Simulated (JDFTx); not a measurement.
Runs of JDFTx 1.7.0 (patched build) on CdS (Hawleyite). It takes space group F-43m (No. 216, cubic). Conventional cell: a = 5.833 Å, b = 5.833 Å, c = 5.833 Å, α = 90.00°, β = 90.00°, γ = 90.00°. Around Cd (site symmetry -43m) lie 4 S at 2.53 Å. S (site symmetry -43m) has 4 Cd at 2.53 Å as nearest neighbours. 

```csv
task,level,potentials or basis,k mesh,cutoff (eV),smearing,max SCF steps,SCF threshold on the energy,solver of the electrons,further solve for the empty bands,band ratio of the Davidson solver,mesh quality,gap on the mesh (eV),pressure (GPa),V0 of scaled cells (Å³/atom),B0 (GPa)
single point,r2SCAN,SG15-PBE-1.2,3 × 3 × 3,1088,fermi-dirac 0.05 eV,100,1e-09 Ha,scf,yes,-,coarse,1.40,2.1,-,-
single point,SCAN,SG15-PBE-1.2,3 × 3 × 3,1088,fermi-dirac 0.05 eV,100,1e-09 Ha,scf,yes,-,coarse,1.35,1.5,-,-
equation of state,PBE,PseudoDojo-SR-PBE-0.5-standard with smoothed tails,8 × 8 × 8,1388,fermi-dirac 0.05 eV,100,1e-09 Ha,scf,-,-,not flagged,-,-,(a),(c)
single point,LDA,PseudoDojo-SR-LDA-0.4.1-standard with smoothed tails,8 × 8 × 8,1388,fermi-dirac 0.05 eV,100,1e-09 Ha,scf,yes,-,not flagged,0.86,-2.5,-,-
equation of state,r2SCAN,SG15-PBE-1.2 with smoothed tails,6 × 6 × 6,1088,fermi-dirac 0.05 eV,100,1e-09 Ha,scf,-,-,not flagged,-,-,25.35,61
single point,PBE,PseudoDojo-SR-PBE-0.5-standard with smoothed tails,8 × 8 × 8,1388,fermi-dirac 0.05 eV,100,1e-09 Ha,scf,yes,-,not flagged,(b),2.9,-,-
```

Alike in all rows: no spin polarisation; cell as given.

Question: Fill in the values left out.

Answer: (a) 26.04; (b) 1.15; (c) 54.

Caveats: some runs use coarse meshes; the potentials were made for another functional, which shifts forces and pressure (some runs); an odd mesh through Γ misses points on the zone boundary, where band edges often lie (some runs); the empty levels aren't tightly converged (some runs).

A k mesh can miss the band edges, and the runs leave out spin-orbit coupling on Cd.

Not every run made on this cell is shown here.
